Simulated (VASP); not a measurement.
# Be18H in VASP: further runs

Runs on Be18H. Level: PBEsol. Tasks: single point.

All numbers are computed with VASP 6.6.1; they aren't measurements. Logs are shortened: lines on timing, memory, paths and dates and some standing lists are left out, and cuts for length are marked.

## 1. The slab as given

The cell holds a slab with vacuum, 19 atoms: a = 4.580 Å, b = 6.870 Å, c = 14.588 Å, α = 90.00°, β = 90.00°, γ = 60.00°.

The cell was built by a generator and needn't be a form met in nature.

## 2. Single point, PBEsol

File INCAR:

```
SYSTEM = Be18H
ALGO = Fast
EDIFF = 1E-7
ENCUT = 520
GGA = PS
ISIF = 2
ISMEAR = 0
LASPH = .TRUE.
LCHARG = .FALSE.
LREAL = Auto
LWAVE = .FALSE.
NBANDS = 34
NELM = 100
PREC = Accurate
SIGMA = 0.1
```

File KPOINTS:

```
k-points
0
G
  6 4 1
  0 0 0
```

File POSCAR:

```
Be18H
1.0
    4.5800000000      0.0000000000      0.0000000000
    3.4350000000      5.9495950000      0.0000000000
    0.0000000000      0.0000000000     14.5884300000
Be H
18 1
Direct
    0.0000000000      0.0000000000      0.0685474722
    0.5000000000      0.0000000000      0.0685474722
    0.0000000420      0.3333332773      0.0685474722
    0.5000000420      0.3333332773      0.0685474722
   -0.0000000420      0.6666667227      0.0685474722
    0.4999999580      0.6666667227      0.0685474722
   -0.1656361800      0.2217376141      0.1958340274
    0.3323634217      0.2222435309      0.1919559541
   -0.1640770153      0.5572301980      0.1963811733
    0.3266431375      0.5590341864      0.1967274066
   -0.1705907780      0.8924229296      0.1941383000
    0.3319948020      0.8921524911      0.1950656102
    0.0018411092     -0.0026679127      0.3195147113
    0.4975630708      0.0028381764      0.3223479840
   -0.0081290278      0.3407737838      0.3202707899
    0.4967891094      0.3403988003      0.3205673948
   -0.0083113117      0.6764887358      0.3213218283
    0.4960600390      0.6720628883      0.3218386763
    1.2894332274      0.2799437609      0.3832890174
```

Potentials or basis: VASP PAW PBE potentials, release 64 (Be, H).

On the command line:

```sh
$ cat potpaw_PBE.64/Be/POTCAR potpaw_PBE.64/H/POTCAR > POTCAR
$ mpirun -np 1 vasp_std > vasp.out
```

OUTCAR:

```text
SYSTEM = Be18H
   EDIFF = 1E-7
   ENCUT = 520
   GGA = PS
   ISIF = 2
   ISMEAR = 0
   LASPH = .TRUE.
   LREAL = Auto
   NELM = 100
   PREC = Accurate

 ion  position               nearest neighbor table
   1  0.000  0.000  0.069-  11 2.26  12 2.27   7 2.28   5 2.29   3 2.29   6 2.29   4 2.29   2 2.29
                             2 2.29
   2  0.500  0.000  0.069-   8 2.23  11 2.25  12 2.26   6 2.29   4 2.29   3 2.29   5 2.29   1 2.29
                             1 2.29
   3  0.000  0.333  0.069-   8 2.23   7 2.28   1 2.29   2 2.29   4 2.29   4 2.29   6 2.29   5 2.29
                             9 2.29
   4  0.500  0.333  0.069-   8 2.24   7 2.28   2 2.29   1 2.29   3 2.29   3 2.29   5 2.29   6 2.29
                            10 2.30
   5  1.000  0.667  0.069-  11 2.27   9 2.27  10 2.27   1 2.29   2 2.29   6 2.29   6 2.29   4 2.29
                             3 2.29
   6  0.500  0.667  0.069-  12 2.28   2 2.29   1 2.29   5 2.29   5 2.29   3 2.29   4 2.29   9 2.29
                            10 2.29
   7  0.834  0.222  0.196-  13 2.24  15 2.25  16 2.26  12 2.27  11 2.27   1 2.28   3 2.28   4 2.28
                             8 2.28   8 2.30   9 2.31  10 2.32
   8  0.332  0.222  0.192-   3 2.23   2 2.23   4 2.24  12 2.27  11 2.27   7 2.28   9 2.29   7 2.30
                            10 2.30  14 2.31  15 2.31  16 2.31
   9  0.836  0.557  0.196-  15 2.22  10 2.25  17 2.26  18 2.27   5 2.27  11 2.29   8 2.29   3 2.29
[... 4 lines left out ...]
                            10 2.28  14 2.29   9 2.29  12 2.30
  12  0.332  0.892  0.195-  13 2.24   2 2.26  18 2.27   1 2.27   8 2.27   7 2.27  14 2.28  11 2.28
                             6 2.28  11 2.30  10 2.30   9 2.30
  13  0.002  0.997  0.320-  17 2.23  12 2.24   7 2.24  11 2.25  18 2.25  14 2.29  14 2.29  16 2.34
                            15 2.34
  14  0.498  0.003  0.322-  17 2.25  12 2.28  18 2.28  11 2.29  13 2.29  13 2.29   8 2.31  16 2.32
                            15 2.32
  15  0.992  0.341  0.320-  19 1.52   9 2.22   7 2.25  16 2.27  18 2.27  17 2.31   8 2.31  16 2.31
                            14 2.32  13 2.34
  16  0.497  0.340  0.321-  19 1.52  10 2.23   7 2.26  15 2.27  18 2.28  17 2.31  15 2.31   8 2.31
                            14 2.32  13 2.34
  17  0.992  0.676  0.321-  13 2.23  10 2.25  14 2.25   9 2.26  11 2.26  18 2.29  18 2.29  15 2.31
                            16 2.31
  18  0.496  0.672  0.322-  13 2.25  12 2.27  10 2.27   9 2.27  15 2.27  14 2.28  16 2.28  17 2.29
                            17 2.29
  19  0.289  0.280  0.383-  16 1.52  15 1.52

  LATTYP: Found a simple monoclinic cell.
 ALAT       =     4.5800000000
 B/A-ratio  =     3.1852467249
 C/A-ratio  =     1.3228757576
 COS(beta)  =    -0.1889822219

  Lattice vectors:

 A1 = (   4.5800000000,   0.0000000000,   0.0000000000)
 A2 = (   0.0000000000,   0.0000000000, -14.5884300000)
 A3 = (  -1.1450000000,   5.9495950000,   0.0000000000)

Analysis of symmetry for initial positions (statically):
=====================================================================
[... 182 lines left out ...]
   EFERMI_NEDOS =   21; number of points for ismear=-14 and -15
   IALGO  =     68    algorithm
   IMIX   =      4    mixing-type and parameters
     AMIX     =   0.40;   BMIX     =  1.00
     AMIX_MAG =   1.60;   BMIX_MAG =  1.00
  volume/ion in A,a.u.               =      20.92       141.19
  Fermi-wavevector in a.u.,A,eV,Ry     =   0.741916  1.402019  7.489189  0.550440
  Thomas-Fermi vector in A             =   1.836671
   LORBIT       =      0    0 simple, 1 ext, 2 COOP (PROOUT), +10 PAW based schemes
   GGA     = PS    functional components
   LHFCALC =     F    Hartree Fock is set to
   AEXX    =    0.0000 exact exchange contribution
   IVDW    =     0    specifies the selected vdW correction
   LEPSILON=     F    determine dielectric tensor
   LRPA    =     F    only Hartree local field effects (RPA)
 non-spin polarized calculation
 RMM-DIIS sequential band-by-band and
 Gauss-broadening in eV      SIGMA  =   0.10
  energy-cutoff  :      520.00
  volume of cell :      397.52
 maximum number of plane-waves:     10732
 NGX is ok and might be reduce to    36
   NGX = 17   NGY = 25   NGZ = 55

 number of electron      37.0000000 magnetization

 Free energy of the ion-electron system (eV)
  ---------------------------------------------------
  ext. energy  EPLUGINS =         0.00000000
  ---------------------------------------------------
  free energy    TOTEN  =       -68.96811200 eV

  energy without entropy =      -68.94192618  energy(sigma->0) =      -68.95501909

 E-fermi :  -0.9086     XC(G=0):  -5.2871

 val. band max:       -0.9310703271   @ k =   0.3333   0.5000   0.0000
 cond. band min:      -0.8916642720   @ k =   0.0000   0.2500   0.0000
 fundamental gap:      0.0394060551
 Fermi energy:        -0.9085998838

 k-point     1 :       0.0000    0.0000    0.0000
  band No.  band energies     occupation
      1     -10.5287      2.00000
      2      -8.7045      2.00000
      3      -7.4848      2.00000
      4      -7.2944      2.00000
      5      -6.5621      2.00000
      6      -5.1743      2.00000
[... 451 lines left out ...]
     29       4.1340      0.00000
     30       4.1810      0.00000
 [bands above 30 left out]

------------------------ aborting loop because EDIFF is reached ----------------------------------------

  FORCE on cell =-STRESS in cart. coord.  units (eV):
  Direction    XX          YY          ZZ          XY          YZ          ZX
  --------------------------------------------------------------------------------------
  -------------------------------------------------------------------------------------
  Total      -14.7980092    -14.4533275      0.0237439     -0.0266391     -1.1025915     -0.0038868
  in kB      -59.6420328    -58.2528245      0.0956975     -0.1073666     -4.4438951     -0.0156652
  external PRESSURE =     -39.2663866 kB  Pullay stress =       0.0000000 kB

 VOLUME and BASIS-vectors are now :
 -----------------------------------------------------------------------------
  energy-cutoff  :      520.00
  volume of cell :      397.52
      direct lattice vectors                 reciprocal lattice vectors
     4.580000000  0.000000000  0.000000000     0.218340611 -0.126059001  0.000000000
     3.435000000  5.949595000  0.000000000     0.000000000  0.168078668  0.000000000
     0.000000000  0.000000000 14.588430000     0.000000000  0.000000000  0.068547472

 POSITION                                       TOTAL-FORCE (eV/Angst)
 -----------------------------------------------------------------------------------
      0.00000      0.00000      1.00000         0.037510      0.049039      0.007609
      2.29000      0.00000      1.00000        -0.043734      0.051498      0.095928
      1.14500      1.98320      1.00000         0.025585      0.069361     -0.031774
      3.43500      1.98320      1.00000        -0.026347      0.085910     -0.082879
      6.87000      3.96640      1.00000        -0.000829     -0.081504      0.059453
      4.58000      3.96640      1.00000         0.009305     -0.031792     -0.076783
[... 11 lines left out ...]
      4.58049      3.99850      4.69512         0.004979      0.012874      0.038330
      2.28721      1.66555      5.59159         0.004479     -0.457607     -0.060053
 -----------------------------------------------------------------------------------
    total drift:                               -0.000243      0.000673      0.000140

  FREE ENERGIE OF THE ION-ELECTRON SYSTEM (eV)
  ---------------------------------------------------
  free  energy   TOTEN  =       -68.9681119956 eV

  energy  without entropy=      -68.9419261770  energy(sigma->0) =      -68.95501909
```

OSZICAR:

```text
N       E                     dE             d eps       ncg     rms          rms(c)
DAV:   1     0.934015857013E+02    0.93402E+02   -0.12017E+04   952   0.800E+02
DAV:   2    -0.632498370961E+02   -0.15665E+03   -0.14969E+03  1250   0.157E+02
DAV:   3    -0.727037559699E+02   -0.94539E+01   -0.91801E+01  1224   0.354E+01
[... 13 lines left out ...]
RMM:  17    -0.689680999534E+02   -0.51384E-04   -0.12669E-05  1279   0.116E-02    0.109E-03
RMM:  18    -0.689681112847E+02   -0.11331E-04   -0.35280E-06  1241   0.566E-03    0.544E-04
RMM:  19    -0.689681117988E+02   -0.51416E-06   -0.81094E-07  1106   0.237E-03    0.189E-04
RMM:  20    -0.689681119793E+02   -0.18043E-06   -0.14162E-07   937   0.110E-03    0.721E-05
RMM:  21    -0.689681119956E+02   -0.16314E-07   -0.44368E-08   788   0.579E-04
   1 F= -.68968112E+02 E0= -.68955019E+02  d E =-.261858E-01
```

It took 2.9 min on 1 thread of Intel Xeon 6975P-C (Granite Rapids), shared host; peak memory 0.51 GiB.

What came out:

* Free energy: -68.9681 eV
* Largest force: 0.462 eV/Å
* Band gap on the k mesh: none (metal or under the smearing width)

Forces on the atoms (eV/Å):
```
Be   0.038  0.049  0.008
Be  -0.044  0.051  0.096
Be   0.026  0.069 -0.032
Be  -0.026  0.086 -0.083
Be  -0.001 -0.082  0.059
Be   0.009 -0.032 -0.077
Be   0.006  0.012  0.008
Be  -0.003  0.020 -0.027
Be  -0.007  0.006 -0.002
Be   0.006  0.019  0.004
Be  -0.005  0.026  0.013
Be   0.005  0.007  0.017
Be  -0.003  0.023  0.001
Be   0.001  0.075  0.054
Be  -0.024  0.039 -0.004
Be   0.020  0.029  0.000
Be  -0.007  0.047 -0.014
Be   0.005  0.013  0.038
H    0.004 -0.458 -0.060
```

Caveat: the PAW data sets were made with another functional, which shifts forces and pressure a little.

## 3. Single point, PBEsol

File INCAR:

```
SYSTEM = Be18H
PREC = Accurate
ENCUT = 520
EDIFF = 1E-7
ISMEAR = 0
SIGMA = 0.1
LREAL = Auto
LASPH = .True.
NELM = 100
ALGO = Fast
ISIF = 2
LWAVE = .False.
LCHARG = .True.
GGA = PS
LELF = .True.
LVHAR = .True.
NBANDS = 34
```

File KPOINTS:

```
Automatic mesh
0
Gamma
  6 4 1
  0 0 0
```

File POSCAR:

```
Be18H
1.0
    4.5800000000      0.0000000000      0.0000000000
    3.4350000000      5.9495950000      0.0000000000
    0.0000000000      0.0000000000     14.5884300000
Be H
18 1
Direct
    0.0000000000      0.0000000000      0.0685474722
    0.5000000000      0.0000000000      0.0685474722
    0.0000000420      0.3333332773      0.0685474722
    0.5000000420      0.3333332773      0.0685474722
   -0.0000000420      0.6666667227      0.0685474722
    0.4999999580      0.6666667227      0.0685474722
   -0.1634200991      0.2199228687      0.1958118865
    0.3329959699      0.2208385613      0.1904084264
   -0.1622164408      0.5528833475      0.1958754300
    0.3294005980      0.5572574268      0.1964374508
   -0.1703372550      0.8915675773      0.1945561654
    0.3345592149      0.8891516145      0.1953051151
    0.0056897801     -0.0081272759      0.3183227393
    0.5030471362     -0.0045097187      0.3208667417
   -0.0047007763      0.3350048197      0.3206074951
    0.5018706066      0.3343498171      0.3205735641
   -0.0046544768      0.6715413402      0.3203997963
    0.5005874807      0.6655436210      0.3226834553
    1.3334740861      0.2215789478      0.3767539070
```

Potentials or basis: VASP PAW PBE potentials, release 64 (Be, H).

On the command line:

```sh
$ cat potpaw_PBE.64/Be/POTCAR potpaw_PBE.64/H/POTCAR > POTCAR
$ mpirun -np 1 vasp_std > vasp.out
```

Wall time 3.1 min (1 thread of Intel Xeon 6975P-C (Granite Rapids), shared host); peak memory 0.51 GiB.

It converged, with:

- Free energy: -69.0814 eV
- Largest force: 0.113 eV/Å
- Band gap on the k mesh: none (metal or under the smearing width)

Forces in eV/Å, atoms in the order of the input:
```
Be   0.030 -0.004  0.041
Be  -0.036 -0.035  0.037
Be   0.015  0.056 -0.017
Be  -0.012  0.080 -0.078
Be  -0.030 -0.061  0.014
Be   0.035 -0.036 -0.087
Be   0.009 -0.007  0.003
Be  -0.014 -0.001  0.000
Be  -0.001  0.002 -0.001
Be  -0.005 -0.002 -0.004
Be  -0.004  0.000  0.001
Be   0.007  0.000  0.015
Be  -0.003  0.006  0.018
Be   0.001  0.014 -0.012
Be   0.022 -0.014 -0.003
Be  -0.021 -0.019  0.023
Be  -0.015 -0.002  0.010
Be   0.019  0.021  0.025
H    0.004  0.003  0.014
```

Levels at points of the mesh, in eV from the Fermi level:
| k point | band 16 | band 17 | band 18 | band 19 | band 20 | band 21 |
| --- | --- | --- | --- | --- | --- | --- |
| (0.00, 0.00, 0.00) | -1.23 | -0.98 | -0.22 | -0.08 | 1.53 | 1.95 |
| (0.50, 0.00, 0.00) | -0.54 | -0.11 | 0.13 | 0.19 | 0.32 | 1.09 |
| (0.00, 0.50, 0.00) | -1.69 | -1.24 | -0.88 | -0.20 | -0.07 | 2.64 |
| (0.50, 0.50, 0.00) | -0.39 | -0.24 | -0.16 | 0.40 | 0.58 | 2.39 |

Caveat: the PAW data sets were made with another functional, which shifts forces and pressure a little.
